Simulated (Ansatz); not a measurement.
# SnO2: the cost of one run

Program: Ansatz 0.2.0. Level of theory: DFT LDA, scalar-relativistic, plane waves, PAW. These are calculated values, not measurements.

## Step 1: The system as given

It takes space group R-3m (No. 166, trigonal). Conventional cell: a = 3.208 Å, b = 3.208 Å, c = 12.244 Å, α = 90.00°, β = 90.00°, γ = 120.00°. Around Sn (site symmetry -3m) lie 6 O at 2.09 Å. O (site symmetry 3m) is surrounded by 3 Sn at 2.09 Å.

As a file:

```cif
data_structure
_symmetry_space_group_name_H-M 'P 1'
_symmetry_Int_Tables_number 1
_cell_length_a 4.4819
_cell_length_b 4.4819
_cell_length_c 4.4819
_cell_angle_alpha 41.938
_cell_angle_beta 41.938
_cell_angle_gamma 41.938
_cell_volume 36.37
loop_
_atom_site_label
_atom_site_type_symbol
_atom_site_fract_x
_atom_site_fract_y
_atom_site_fract_z
_atom_site_occupancy
Sn1 Sn 0.50000 0.50000 0.50000 1
O1 O 0.24519 0.24519 0.24519 1
O2 O 0.75481 0.75481 0.75481 1
```

It goes back to an entry of the Materials Project, which need not be the stable form.

This cell was relaxed beforehand with the same method: volume 12.12 Å³/atom, gap on the mesh 1.56 eV.

## Step 2: The reference cell

Reference values: F = -6989.6106 eV; pressure -0.01 GPa; largest force 0.000 eV/Å; gap on the mesh 1.56 eV. It was computed beforehand with the settings of the runs below.

## Step 3: Setting up a strain scan

The cell is strained by ε times the Voigt pattern (0, 1, 0, 0, 0, 0) (xx, yy, zz, yz, xz, xy; engineering shear), with fractional coordinates fixed (clamped ions). The stress on the pattern is the sum of the stress components weighted by it, tension positive.

## Step 4: At ε = -0.0400

Contents of input.yaml:

```yaml
crystal:
  lattice:
    - [1.6039156916, 0.88898031, 4.0813809037]
    - [-1.6039156916, 0.88898031, 4.0813809037]
    - [0.0, -1.7779606201, 4.0813809037]
  atoms:
    - { symbol: Sn, position: [0.5, 0.5, 0.5] }
    - { symbol: O, position: [0.2451905456, 0.2451905456, 0.2451905456] }
    - { symbol: O, position: [0.7548094544, 0.7548094544, 0.7548094544] }
basis:
  ecutwfc: 420
kpoints:
  mp_grid: { grid: [12, 12, 12] }
hamiltonian:
  xc: lda
scf:
  occupations: { method: gaussian, width: 0.05 }
output:
  forces: true
  stress: true
  eigenvalues: true
  write_density: true
  write_potential: true
  elf: true
  volumetric_format: npy
```

Run with:

```console
$ ansatz run input.yaml --threads 1 --pin off --max-ram 2560MiB --backend cpu --events-out ev --progress --plain --runs-dir out
```

What time and memory should one allow on 1 thread of Arm Neoverse V2, shared host?

About 18 s, with a peak of 0.47 GiB.
